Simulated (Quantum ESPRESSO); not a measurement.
Runs of Quantum ESPRESSO 7.5 on N. It takes space group Pa-3 (No. 205, cubic). The conventional cell has a = 5.561 Å, b = 5.561 Å, c = 5.561 Å, α = 90.00°, β = 90.00°, γ = 90.00°. N (site symmetry 3) is surrounded by 1 N at 1.11 Å. 

```tsv
task	level	potentials or basis	cutoff (eV)	symmetry	SCF threshold	form of the LDA correlation	gap on the mesh (eV)	pressure (GPa)	V0 of scaled cells (Å³/atom)	B0 (GPa)	largest force (eV/Å)
band structure	r2SCAN	SG15 PBE 1.2	1197	off	1e-08 Ry	-	7.98	(a)	-	-	1.76
equation of state	PBE	SSSP 1.3 efficiency PBE	816	-	1.6e-09 Ry	-	-	-	21.64	76	-
band structure	PBEsol	GBRV 1.5 PBEsol	612	-	1.6e-09 Ry	-	(b)	0.6	-	-	0.08
band structure	LDA	GBRV 1.5 LDA	612	-	1.6e-09 Ry	PZ81	7.07	-1.5	-	-	0.68
equation of state	LDA	GBRV 1.5 LDA	612	-	1.6e-09 Ry	PZ81	-	-	21.08	79	-
```

Alike in all rows: no spin polarisation; cell as given; k mesh 5 × 5 × 5; smearing fermi-dirac 0.05 eV.

Task: Estimate the missing entries.

Result: (a) -2.2; (b) 7.18.

Caveats: the cell was scaled at fixed shape and fractional positions, which overstates the stiffness of a crystal with free parameters, most of all of layers and chains (some runs); the potentials were made for another functional, which shifts forces and pressure (some runs).

A k mesh can miss the band edges.

Not every run made on this cell is shown here.
